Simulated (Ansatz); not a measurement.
# Ca (hcp): energy against volume

Computed with DFT, revPBE, plane waves (420 eV) with PAW, scalar-relativistic (Ansatz 0.2.0). (PAW data from PBE, frozen cores regenerated.)

The cell is scaled uniformly from the relaxed one, with fractional coordinates and shape fixed. Energies are extrapolated to zero smearing, pressures are those at the given smearing. Magnetic state: spin not included.

A Birch-Murnaghan fit gives V₀ = 44.17 Å³/atom, B₀ = 16.3 GPa, B₀′ = 3.3.

Task: What are the energy above the minimum and the pressure at 42.427 Å³/atom?

Result: 3.7 meV/atom and 0.72 GPa as computed.

Task: What are the energy above the minimum and the pressure at 45.962 Å³/atom?

Result: 3.5 meV/atom and -0.60 GPa as computed.

Task: What are the energy above the minimum and the pressure at 47.730 Å³/atom?

Result: 13.0 meV/atom and -1.10 GPa as computed.
